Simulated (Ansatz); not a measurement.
# Ge under changes of volume

One of the cells (22.639 Å³/atom); the others are scaled copies at fixed shape and fractional positions:

```
Ge
1.0
     0.00000    2.82891    2.82891
     2.82891    0.00000    2.82891
     2.82891    2.82891    0.00000
Ge
2
Cartesian
  4.2434 4.2434 4.2434
  2.8289 2.8289 2.8289
```

| Property | Result |
| --- | --- |
| Program | Ansatz 0.2.0 |
| Functional | PBE |
| Potentials or basis | PseudoDojo standard (PBE files) |
| Cutoff | 1061 eV |
| Density cutoff | 4245 eV |
| k mesh | 8 × 8 × 8 |
| Occupations | fermi-dirac, width 0.05 eV |
| Spin | no spin polarisation |

```csv
volume (Å³/atom),energy over the lowest point (meV/atom),pressure (GPa)
21.281,67.90,9.2
21.733,?,?
22.186,27.37,5.3
22.639,14.62,3.8
23.092,6.01,2.4
23.545,1.26,1.1
23.997,0.00,-0.1
```

Task: What does the run at 21.733 Å³/atom give?

Result: Energy over the lowest point 44.91 meV/atom; pressure 7.1 GPa.

Worked out: A Birch-Murnaghan fit of order 3 (a polynomial in V^(-2/3)) to the other rows has its minimum at 23.96 Å³/atom with B0 = V·E''(V) = 58 GPa and B' = 4.8. It gives 45.01 meV/atom at 21.733 Å³/atom, against the run's 44.91, and -dE/dV = 7.1 GPa, against 7.1.

Energies are extrapolated to zero smearing.
